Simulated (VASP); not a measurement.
Runs of VASP 6.6.1 on IrO2. It takes space group P4_2/mnm (No. 136, tetragonal). Conventional cell: a = 4.461 Å, b = 4.461 Å, c = 3.146 Å, α = 90.00°, β = 90.00°, γ = 90.00°. Ir (site symmetry mmm) is surrounded by 6 O at 1.95 to 1.98 Å. Around O (site symmetry m2m) lie 3 Ir at 1.95 to 1.98 Å. 

| task | cell | cutoff (eV) | gap on the mesh (eV) | pressure (GPa) | largest force (eV/Å) |
| --- | --- | --- | --- | --- | --- |
| relaxation of shape and atoms at fixed volume | relaxed at fixed volume | 600 | none | 14.3 | 0.01 |
| single point | P4_2/mnm, 10.87 Å³/atom | 520 | none | (a) | - |
| single point | P4_2/mnm, 10.44 Å³/atom | 520 | none | 14.6 | 0.01 |
| relaxation of cell and atoms | relaxed | 600 | none | -0.1 | - |

Alike in all rows: level PBE; potentials or basis VASP PAW PBE potentials, release 64 (Ir, O); no spin polarisation; k mesh 6 × 6 × 10; smearing gaussian 0.05 eV.

Estimate the missing entries.

(a) 2.3.

A k mesh can miss the band edges, and the runs leave out spin-orbit coupling on Ir.

A gap of «none» marks a metal or a gap under the smearing width.
